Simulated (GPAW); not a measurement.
InPd, 2 atoms in the cell. The structure is cubic, space group Pm-3m (No. 221). The conventional cell has a = 3.272 Å, b = 3.272 Å, c = 3.272 Å, α = 90.00°, β = 90.00°, γ = 90.00°. In (site symmetry m-3m) is surrounded by 8 Pd at 2.83 Å. Around Pd (site symmetry m-3m) lie 8 In at 2.83 Å. The cell comes from a database or a generator and needn't be the stable form of this composition.

```yaml
Program: GPAW 26.7.0
Task: energy-loss spectrum
Functional: GLLB-SC
Potentials_or_basis: the program's PAW data sets (release 1.2.1) made for this functional
Cutoff: 400 eV
Basis: pw
k_mesh: 7 × 7 × 7
Occupations: fermi-dirac, width 0.05 eV
Spin: no spin polarisation
Kernel: ALDA
Eta: 0.2 eV
Response_ecut: 40 eV
Domega0: 0.1 eV
Maxiter: 150
Response_k_mesh: 18 × 18 × 18
Omega2: 10 eV
Response_bands: 55
Q_points: "[[0.0, 0.0, 0.5], [0.0, 0.0, 0.5555555556]]"
```

Potentials or basis: the program's PAW data sets (release 1.2.1) made for this functional, pw.

Run with:

```bash
$ OMP_NUM_THREADS=1 python run.py
```

Hardware: 1 thread of Arm Neoverse V2, with other jobs on the host.

Question: How long does it take, and how much memory?

Answer: Wall time 3.6 min on 1 thread of Arm Neoverse V2, on a shared host, peak memory 0.62 GiB. Counts: scf iterations 32.
